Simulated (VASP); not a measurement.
CdTe:

```
Cd Te
1.0
     0.00000    3.24780    3.24780
     3.24780    0.00000    3.24780
     3.24780    3.24780    0.00000
Cd Te
1 1
Direct
  0.00000 0.00000 0.00000
  0.25000 0.25000 0.25000
```

Base run:

| Property | Result |
| --- | --- |
| Program | VASP 6.6.1 |
| Functional | HSE06 |
| Potentials or basis | VASP PAW PBE potentials, release 64 (Cd, Te) |
| Cutoff | 520 eV |
| k mesh | 6 × 6 × 6 |
| Occupations | gaussian, width 0.03 eV |
| Spin | no spin polarisation |

Its results: band gap on the k mesh 1.54 eV, direct; pressure 1.3 GPa.

Question: The run is repeated on the same cell with these changes: functional from HSE06 to PBE0. What comes out?

Answer: Band gap on the k mesh 2.12 eV, direct; pressure 1.2 GPa.

Caveats: the PAW data sets were made with another functional, which shifts forces and pressure a little; spin-orbit coupling is left out, which moves the levels of the heavy elements.
